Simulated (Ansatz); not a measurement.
# What TaN (Fm-3m) distorts into, part 2 of 2

Wanted: the energy along a soft mode of TaN (Fm-3m) and the structure at the end.

Ansatz 0.2.0; DFT PBEsol, scalar-relativistic, plane waves, PAW; PAW set soft_1.

So far, highest frequency on the path or at a solved wavevector (cm⁻¹): step 2 (response at finite wavevector) 617. Also lowest frequency on the path (cm⁻¹): step 2 -262.

## 6. Relaxing from the distorted cell

Starting from the lowest point found, all atoms and the cell are let go, so that strain and other modes of the same symmetry can join in.

input.yaml

```yaml
crystal:
  lattice:
    - [0.0, -2.1873937018, -2.1873937018]
    - [0.0, 2.1873937018, -2.1873937018]
    - [4.3747874036, 0.0, 0.0]
  atoms:
    - { symbol: Ta, position: [0.5, 0.5, -0.0151148852] }
    - { symbol: Ta, position: [0.0, 0.0, 0.5151148852] }
    - { symbol: "N", position: [0.5, 0.5, 0.4679984449] }
    - { symbol: "N", position: [0.0, 0.0, 0.0320015551] }
kpoints:
  mp_grid: { grid: [14, 14, 10] }
hamiltonian:
  xc: pbesol
  pseudopotentials: { kind: paw, azcp: { folder: soft_1 }, xc_functional: pbe }
scf:
  occupations: { method: methfessel_paxton, width: 0.2 }
output:
  forces: true
  stress: true
  eigenvalues: true
relax:
  adjacent_minimum: "off"
  f_tol: 0.002
  max_steps: 120
  cell: { stress_tol: 0.03 }
```

On the command line:

```
ansatz run input.yaml --threads 4 --pin off --max-ram 10240MiB --backend cpu --events-out ev --progress --plain --runs-dir out
```

Numbers of over 12 decimals in the logs are rounded to 6 here.

Output:

```text
[...]
Crystal: 4 atoms, lattice volume = 41.864 Å³
Basis set: ecut = 420 eV, 823 PW (Γ), exchange–correlation on 48×48×60 points (8 copies of the dense FFT grid, shifted against one another)
Bands: 22, of which v1, the nominal top of the filled ones, is band 18 counted from 1 (17 counted from 0)
Symmetry: 16 space group operations
[...]
k-points: 216 of 1960
[...]
SCF iter   1: F=—  HF=-20376.291790 eV  |F-HF|=—  |Δ(HF+E_count)|=         —  Δρ=4.99e-2  dr2=1.10e0  ethr=3.10e-3  ⟨swp⟩=4.7  Hψ=20328  notcnv=0
[...]
SCF iter   7: F=-20376.054820 eV  HF=-20376.054820 eV  |F-HF|=4.37e-10  |Δ(HF+E_count)|=   5.57e-8  S|Δr|=    0.00e0  Δρ=5.88e-6  dr2=6.65e-9  ethr=2.78e-10  ⟨swp⟩=6.4  Hψ=21460  notcnv=0
SCF 1 converged in 7 iterations: F = -20376.054820 eV  dr2 = 6.65e-9
[...]
relax step   1: F+E_penalty+E_count = -20376.05482038 eV  Δ(F+E_penalty+E_count) = +0.000e0 eV  max|allowed force component| = 1.278e0 eV/Å  Δτ_max = 0.0000 Å  P = +0.289 GPa  Ω = 41.864 Å³  (7 SCF iters, dr2 threshold 1.00e-7 eV, accepted)
Crystal: 4 atoms, lattice volume = 41.475 Å³
Basis set: ecut = 420 eV, 807 PW (Γ), exchange–correlation on 48×48×60 points (8 copies of the dense FFT grid, shifted against one another)
[...]
SCF iter   6: F=-20376.167694 eV  HF=-20376.167694 eV  |F-HF|=1.16e-9  |Δ(HF+E_count)|=   4.59e-6  S|Δr|=    0.00e0  Δρ=2.90e-5  dr2=2.45e-7  ethr=1.11e-9  ⟨swp⟩=4.7  Hψ=24255  notcnv=0
the search or the solves at the SCF's close seem to have found levels that the self-consistency loop had missed (the run counts 3). By its estimate they hold under 1e-12 electrons; where the run keeps them, the occupations were computed again with them
SCF 2 converged in 6 iterations: F = -20376.167694 eV  dr2 = 2.45e-7
relax step   2: F+E_penalty+E_count = -20376.16769356 eV  Δ(F+E_penalty+E_count) = -1.129e-1 eV  max|allowed force component| = 2.324e-1 eV/Å  Δτ_max = 0.0617 Å  P = +3.393 GPa  Ω = 41.475 Å³  energy of the carried Pulay correction = +7.191e-4 eV  (6 SCF iters, dr2 threshold 4.00e-7 eV, accepted)
Crystal: 4 atoms, lattice volume = 42.140 Å³
Basis set: ecut = 420 eV, 815 PW (Γ), exchange–correlation on 48×48×60 points (8 copies of the dense FFT grid, shifted against one another)
[...]
SCF iter   6: F=-20376.190171 eV  HF=-20376.190171 eV  |F-HF|=5.48e-9  |Δ(HF+E_count)|=   6.59e-8  S|Δr|=    0.00e0  Δρ=5.62e-6  dr2=1.33e-8  ethr=1.11e-9  ⟨swp⟩=5.1  Hψ=20585  notcnv=0
SCF 3 converged in 6 iterations: F = -20376.190171 eV  dr2 = 1.33e-8
relax step   3: F+E_penalty+E_count = -20376.19017081 eV  Δ(F+E_penalty+E_count) = -2.248e-2 eV  max|allowed force component| = 1.107e-1 eV/Å  Δτ_max = 0.0056 Å  P = -1.721 GPa  Ω = 42.140 Å³  energy of the carried Pulay correction = -5.067e-4 eV  (6 SCF iters, dr2 threshold 4.00e-7 eV, accepted)
[... from here on, the SCF cycles and remarks between the steps are left out ...]
relax step   4: F+E_penalty+E_count = -20376.19253641 eV  Δ(F+E_penalty+E_count) = -2.366e-3 eV  max|allowed force component| = 4.977e-2 eV/Å  Δτ_max = 0.0055 Å  P = +0.110 GPa  Ω = 41.924 Å³  energy of the carried Pulay correction = -1.103e-4 eV  (5 SCF iters, dr2 threshold 4.00e-7 eV, accepted)
relax step   5: F+E_penalty+E_count = -20376.19263631 eV  Δ(F+E_penalty+E_count) = -9.990e-5 eV  max|allowed force component| = 7.959e-3 eV/Å  Δτ_max = 0.0020 Å  P = +0.035 GPa  Ω = 41.927 Å³  energy of the carried Pulay correction = -1.152e-4 eV  (5 SCF iters, dr2 threshold 1.55e-7 eV, accepted)
relax step   6: F+E_penalty+E_count = -20376.19261179 eV  Δ(F+E_penalty+E_count) = +2.451e-5 eV  max|allowed force component| = 6.813e-3 eV/Å  Δτ_max = 0.0006 Å  P = -0.090 GPa  Ω = 41.941 Å³  energy of the carried Pulay correction = -1.412e-4 eV  (5 SCF iters, dr2 threshold 3.96e-9 eV, accepted)
relax step   7: F+E_penalty+E_count = -20376.19263327 eV  Δ(F+E_penalty+E_count) = -2.147e-5 eV  max|allowed force component| = 2.343e-3 eV/Å  Δτ_max = 0.0001 Å  P = -0.016 GPa  Ω = 41.933 Å³  energy of the carried Pulay correction = -1.264e-4 eV  (3 SCF iters, dr2 threshold 4.60e-8 eV, accepted)
relax step   8: F+E_penalty+E_count = -20376.19263774 eV  Δ(F+E_penalty+E_count) = -4.470e-6 eV  max|allowed force component| = 2.253e-4 eV/Å  Δτ_max = 0.0004 Å  P = +0.001 GPa  Ω = 41.931 Å³  energy of the carried Pulay correction = -1.236e-4 eV  (5 SCF iters, dr2 threshold 2.68e-9 eV, accepted)
relax step   9: F+E_penalty+E_count = -20376.19336299 eV  Δ(F+E_penalty+E_count) = -7.253e-4 eV  max|allowed force component| = 2.667e-4 eV/Å  Δτ_max = 0.0000 Å  P = +0.020 GPa  Ω = 41.931 Å³  stress off target by 1.29e-1 GPa  SCF on the basis re-selected at this cell (its energy is not comparable with the rows above)  (5 SCF iters)
relax step  10: F+E_penalty+E_count = -20376.19336534 eV  Δ(F+E_penalty+E_count) = -2.347e-6 eV  max|allowed force component| = 9.621e-5 eV/Å  Δτ_max = 0.0006 Å  P = +0.004 GPa  Ω = 41.935 Å³  energy of the carried Pulay correction = -5.646e-6 eV  (4 SCF iters, dr2 threshold 4.13e-8 eV, accepted)
[...]
SCF iter   6: F=-20376.193377 eV  HF=-20376.193377 eV  |F-HF|=7.28e-12  |Δ(HF+E_count)|=  3.64e-12  S|Δr|=    0.00e0  Δρ=7.47e-8  dr2=8.25e-13  ethr=1.00e-12  ⟨swp⟩=5.3  Hψ=19919  notcnv=0
SCF 11 converged in 6 iterations: F = -20376.193377 eV  dr2 = 8.25e-13
relax step  11: F+E_penalty+E_count = -20376.19337740 eV  Δ(F+E_penalty+E_count) = -1.206e-5 eV  max|allowed force component| = 9.958e-5 eV/Å  Δτ_max = 0.0000 Å  P = +0.004 GPa  Ω = 41.935 Å³  stress off target by 1.07e-2 GPa  SCF on the basis re-selected at this cell (its energy is not comparable with the rows above)  (6 SCF iters)
[...]
SCF converged after 6 iterations
[...]
Free energy (F): -20376.193377 eV
[...]
Internal energy: -20376.192392 eV  (E = F + TS)
E sigma→0 (E₀):  -20376.193131 eV
Entropy (-TS):   -0.000985 eV (-0.246 meV/atom)
Fermi energy:    21.328919 eV
[...]
--- Forces (eV/Å), atoms counted from 1 ---
  atom   1  Ta     0.00009958     0.00000000     0.00000000
  atom   2  Ta    -0.00009958    -0.00000000     0.00000000
  atom   3  N      0.00000893    -0.00000000    -0.00000000
  atom   4  N     -0.00000893     0.00000000     0.00000000
  max |Σ_I F_I| component: 2.71e-19 eV/Å
--- Stress (GPa, compression-positive) ---
        0.010724      -0.000000      -0.000000
       -0.000000       0.000759      -0.000000
       -0.000000      -0.000000       0.000759
  P = ⅓ Tr σ = 0.0041 GPa (0.041 kbar)
--- Band table (eV; the first three rows and the last of 216) ---
  k-point 0: bands = [... 14 lower, 17.7722, 17.9968, 17.9968, 19.3595, 20.1608, 20.1608, 21.8630, 21.9597]
  k-point 1: bands = [... 14 lower, 17.2505, 17.9971, 17.9971, 19.2561, 20.2885, 20.2885, 21.9907, 22.5170]
  k-point 2: bands = [... 14 lower, 16.6755, 17.9780, 17.9780, 18.9783, 20.6318, 20.6318, 22.0790, 23.4144]
  k-point 215: bands = [... 14 lower, 16.2461, 16.2461, 18.9729, 18.9729, 24.1094, 24.1094, 25.6420, 25.6420]
--- Relaxed structure (9 steps of the walk, 9 accepted, 2 SCFs on fresh bases) ---
  F+E_penalty+E_count = -20376.19337740 eV   max|allowed force component| = 9.958e-5 eV/Å   (the final SCF, on the basis selected at the relaxed cell)
  cell:  # Å, volume = 41.9353 Å³
    - [0, -2.157395, -2.157395]
    - [0, 2.157395, -2.157395]
    - [4.504955, 0, 0.0]
  atoms:
    - { symbol: Ta, position: [0.500000, 0.500000, -0.031370] }
    - { symbol: Ta, position: [0, 0, 0.531370] }
    - { symbol: N, position: [0.500000, 0.500000, 0.461762] }
    - { symbol: N, position: [0, 0, 0.038238] }
```

It took 32 s on 4 threads of Arm Neoverse V1, shared host; peak memory 0.48 GiB; 2.1 min of CPU time.

Step by step:

```csv
step,energy less that of the first step (eV),largest force component (eV/Å),pressure (GPa),volume (Å³)
1,0.0000,1.2782,0.29,41.86
2,-0.1129,0.2324,3.39,41.48
3,-0.1354,0.1107,-1.72,42.14
4,-0.1377,0.0498,0.11,41.92
5,-0.1378,0.0080,0.03,41.93
6,-0.1378,0.0068,-0.09,41.94
7,-0.1378,0.0023,-0.02,41.93
8,-0.1378,0.0002,0.00,41.93
9*,-0.1385,0.0003,0.02,41.93
10,-0.1385,0.0001,0.00,41.94
11*,-0.1386,0.0001,0.00,41.94
```

Relaxation steps marked * repeat the geometry before them on a plane-wave basis chosen anew for their cell, so energy and pressure can jump there.

Forces are held to the 16 operations that the run works with; a distortion that breaks them can't arise in this run.

```csv
"conventional cell, symmetrised",before,after,change
a (Å),3.093,3.051,-1.4 %
b (Å),3.093,3.051,-1.4 %
c (Å),4.375,4.505,+3.0 %
volume (Å³/atom),10.47,10.48,+0.2 %
```

The atoms that moved most (Å, as changes of fractional coordinates times the final cell):

```csv
atom,dx,dy,dz,length
Ta1,-0.073,0.000,0.000,0.073
Ta2,0.073,0.000,0.000,0.073
N4,0.028,0.000,0.000,0.028
N3,-0.028,0.000,0.000,0.028
```

Final coordinates:

```cif
data_structure
_symmetry_space_group_name_H-M 'P 1'
_symmetry_Int_Tables_number 1
_cell_length_a 3.0510
_cell_length_b 3.0510
_cell_length_c 4.5050
_cell_angle_alpha 90.000
_cell_angle_beta 90.000
_cell_angle_gamma 90.000
_cell_volume 41.94
loop_
_atom_site_label
_atom_site_type_symbol
_atom_site_fract_x
_atom_site_fract_y
_atom_site_fract_z
_atom_site_occupancy
Ta1 Ta 0.50000 0.50000 0.96863 1
Ta2 Ta 0.00000 0.00000 0.53137 1
N3 N 0.50000 0.50000 0.46176 1
N4 N 0.00000 0.00000 0.03824 1
```

This step gave:

```
pressure        : 0.004081 GPa
volume per atom : 10.48 Å³
```

The distorted start has space group P4/nmm; the relaxation ends in P4/nmm.

## 7. The new phase in its own primitive cell

The relaxed structure is symmetrised, reduced to its primitive cell and relaxed tightly, as its phonons need.

input.yaml, the sections that differ from step 6:

```yaml
crystal:
  lattice:
    - [3.0510174737, 0.0, 0.0]
    - [0.0, 3.0510174737, 0.0]
    - [0.0, 0.0, 4.5049546462]
  atoms:
    - { symbol: Ta, position: [0.0, 0.5, 0.7186298056] }
    - { symbol: Ta, position: [0.5, 0.0, 0.2813701944] }
    - { symbol: "N", position: [0.0, 0.5, 0.2117617297] }
    - { symbol: "N", position: [0.5, 0.0, 0.7882382703] }
relax:
  adjacent_minimum: "off"
  f_tol: 0.001
  max_steps: 60
  cell: { stress_tol: 0.01 }
# kpoints, hamiltonian, scf, output: as in step 6
```

Output:

```text
[...]
Crystal: 4 atoms, lattice volume = 41.935 Å³
Basis set: ecut = 420 eV, 807 PW (Γ), exchange–correlation on 48×48×64 points (8 copies of the dense FFT grid, shifted against one another)
Bands: 22, of which v1, the nominal top of the filled ones, is band 18 counted from 1 (17 counted from 0)
Symmetry: 16 space group operations
[...]
k-points: 216 of 1960
[...]
--- Relaxed structure (2 steps of the walk, 2 accepted, 1 SCFs on fresh bases) ---
[...]
cell:  # Å, volume = 41.9361 Å³
    - [3.051021, 0, 0]
    - [0, 3.051021, 0]
    - [0, 0, 4.505032]
  atoms:
    - { symbol: Ta, position: [0, 0.5, 0.718634] }
    - { symbol: Ta, position: [0.5, 0.0, 0.281366] }
    - { symbol: N, position: [0, 0.5, 0.211764] }
    - { symbol: N, position: [0.5, 0, 0.788236] }
[key lines of the parts left out:]
SCF converged after 5 iterations
Free energy (F): -20376.193376 eV
Fermi energy:    21.328513 eV
P = ⅓ Tr σ = -0.0025 GPa (-0.025 kbar)
```

Run time: 9.1 s. Hardware: 4 threads; peak memory 0.47 GiB.

Little changed from the start: no atom moved by 0.005 Å and no cell edge by 0.1 %.

Numbers from this step:

* pressure: -0.002475 GPa

The largest force component left is 0.61 meV/Å and the pressure is -0.002 GPa, within the tolerances set. The cell now holds 10.48 Å³/atom.

## 8. Modes of the new phase, k-mesh 14×14×10

A relaxed structure may still be a saddle point, so its zone-centre modes are computed. No field response is asked, since the mesh shows no gap.

input.yaml, the sections that differ from step 7:

```yaml
crystal:
  lattice:
    - [3.0510214504, 0.0, 0.0]
    - [0.0, 3.0510214504, 0.0]
    - [0.0, 0.0, 4.5050316916]
  atoms:
    - { symbol: Ta, position: [0.0, 0.5, 0.7186340947] }
    - { symbol: Ta, position: [0.5, 0.0, 0.2813659053] }
    - { symbol: "N", position: [0.0, 0.5, 0.2117636361] }
    - { symbol: "N", position: [0.5, 0.0, 0.7882363639] }
output:
  eigenvalues: true
phonons:
  method: dfpt
# kpoints, hamiltonian, scf: as in step 7
# relax: removed
```

Output:

```text
zone centre: on kpoints.mp_grid the ground state, and the responses unless they are solved on pairs of k-points, stand on 384 of the mesh's 1960 k-points, reduced under 4 symmetry operations, with k and −k counted as one. Each operation leaves every solved displacement unchanged or reverses it
[...]
Crystal: 4 atoms, lattice volume = 41.936 Å³
Basis set: ecut = 420 eV, 807 PW (Γ), exchange–correlation on 48×48×64 points (8 copies of the dense FFT grid, shifted against one another)
Bands: 22, of which v1, the nominal top of the filled ones, is band 18 counted from 1 (17 counted from 0)
Symmetry: 16 space group operations
k-points: 384 of 1960 (irreducible under 4 space group operations, time reversal used)
[...]
SCF iter   1: F=—  HF=-20376.563406 eV  |F-HF|=—  |Δ(HF+E_count)|=         —  Δρ=5.03e-2  dr2=1.45e0  ethr=3.10e-3  ⟨swp⟩=5.0  Hψ=76259  notcnv=0
[...]
SCF iter   9: F=-20376.193376 eV  HF=-20376.193376 eV  |F-HF|=3.64e-12  |Δ(HF+E_count)|=  4.37e-11  S|Δr|=    0.00e0  Δρ=1.25e-7  dr2=3.04e-12  ethr=1.00e-12  ⟨swp⟩=9.4  Hψ=53139  notcnv=0
SCF 1 converged in 9 iterations: F = -20376.193376 eV  dr2 = 3.04e-12
[...]
DFPT response loops at Γ: preconditioner auto → Kerker (q_TF=auto, 2.660 Å⁻¹) (partly filled bands, converged f_vac=0.000); β = 1.00, the filter's whole step (`scf.mixing.beta` (0.50) is not read by the response loops under this deck's `scf.mixing.preconditioner`; to damp them name `kerker` or `kerker_dos`, under which they read `scf.mixing.beta`, and type it under 1.00, their step now; both keys bind the ground state too); Broyden in place of MSR1
SCF converged after 9 iterations
[...]
Free energy (F): -20376.193376 eV
[...]
Internal energy: -20376.192392 eV  (E = F + TS)
E sigma→0 (E₀):  -20376.193130 eV
Entropy (-TS):   -0.000984 eV (-0.246 meV/atom)
Fermi energy:    21.328513 eV
[...]
--- Band table (eV; the first three rows and the last of 384) ---
  k-point 0: bands = [... 14 lower, 17.7717, 17.9964, 17.9964, 19.3590, 20.1604, 20.1604, 21.8620, 21.9594, ... 4 higher]
  k-point 1: bands = [... 14 lower, 17.2500, 17.9967, 17.9967, 19.2556, 20.2881, 20.2881, 21.9904, 22.5160, ... 4 higher]
  k-point 2: bands = [... 14 lower, 16.6752, 17.9776, 17.9776, 18.9777, 20.6314, 20.6314, 22.0787, 23.4141, ... 4 higher]
  k-point 383: bands = [... 14 lower, 16.2457, 16.2457, 18.9725, 18.9725, 24.1084, 24.1084, 25.6415, 25.6415, ... 4 higher]
--- Phonons (Γ-DFPT): 4 representative perturbations + reference, on 384 of 1960 k-points (Σ response iterations 12) ---
  k mesh reduced under 4 symmetry operations, with k and −k counted as one. Each operation leaves every solved displacement unchanged or reverses it
  ASR residual: 3.862e-5 → 0.000e0 eV/Å²; symmetrization residual: 2.484e-6 eV/Å²
  ASR residual per site (eV/Å²): 3.86e-5 3.86e-5 3.68e-5 3.68e-5
  Γ frequencies (cm⁻¹): 0.00 0.00 0.00 77.51 77.51 201.61 371.67 421.34 479.77 479.77 508.75 508.75
  non-analytic LO–TO correction: not included (Born effective charges unavailable; polar crystals: no LO–TO splitting at Γ)
```

Run time: 48 s. Hardware: 4 threads; peak memory 1.4 GiB.

This step gave:

* sum-rule residual before enforcement: 3.86e-5 eV/Å²
* point group: 4/mmm
* highest optical mode at the zone centre (no LO-TO term): 508.8 cm⁻¹
* lowest optical zone-centre mode: 77.51 cm⁻¹

Patterns of degenerate modes are one choice out of their space. Modes at Γ, with each element's share of the kinetic energy:

```csv
mode,frequency (cm⁻¹),symmetry,Ta %,N %
1,0.0,acoustic,93,7
2,0.0,acoustic,93,7
3,0.0,acoustic,93,7
4,77.5,Eg,95,5
5,77.5,Eg,95,5
6,201.6,A1g,100,0
7,371.7,A2u,7,93
8,421.3,A1g,0,100
9,479.8,Eu,7,93
10,479.8,Eu,7,93
11,508.8,Eg,5,95
12,508.8,Eg,5,95
```

Displacements in mode 5 (77.5 cm⁻¹), the largest set to 1:
```
Ta1  0.00  1.00  0.00
Ta2  0.00 -1.00  0.00
N3   0.00 -0.81  0.00
N4   0.00  0.81  0.00
```

Displacements in mode 12 (508.8 cm⁻¹), the largest set to 1:
```
Ta1  0.00  0.06  0.00
Ta2  0.00 -0.06  0.00
N3   0.00  1.00  0.00
N4   0.00 -1.00  0.00
```

Before it was imposed, the acoustic sum rule was missed by 3.9e-5 eV/Å². Small misses are needed for a sound result but don't prove that mesh and cutoff are converged. The lowest optical mode is real, 77.5 cm⁻¹.

## 9. What came out

* unstable mode of the parent: q = (0, -0.5, -0.5), 262i cm⁻¹
* depth at the lowest point sampled: 23.6 meV/atom
* largest atomic shift at that point: 0.14 Å
* space group reached (within 0.01 Å): P4/nmm
* energy gained over the parent (first relaxation, on the mesh of the frozen mode): 58.2 meV/atom
* volume per atom, phase reached: 10.5 Å³
* lowest optical zone-centre mode, phase reached: 77.5 cm⁻¹
* highest optical mode at the zone centre (no LO-TO term), phase reached: 509 cm⁻¹

Along this mode the structure falls into P4/nmm, 58.2 meV/atom below the parent. At the parent's cell the well is 23.63 meV/atom deep on the steps tried, with its lowest point at a shift of 0.14 Å. Relaxing atoms and cell changes the gain by +34.55 meV/atom against the lowest step (energies at zero smearing). The new phase has no imaginary mode at the zone centre of its cell; other wavevectors were not checked. Of the 4 patterns followed to their end from this parent, this one reaches the lowest energy. Each path keeps the symmetry of its pattern, so a lower phase may lie along a pattern not tried. With no gap, or one that is small against the smearing, the frequencies hang on the k mesh and the smearing, most of all near Kohn anomalies. Spin-orbit coupling is left out, which can matter for the heavy elements here. The PAW files were made for PBE and serve the other functionals too.

[Logs are printed without paths, hosts, clocks, repeated set-up lines and the standing remarks that a program may print on its own settings, such as how far it seeks lower states.]

[Hosts, paths, dates, database ids (printed as entryN), source tags and the programs' standing remarks are cut or masked in the printed files.]
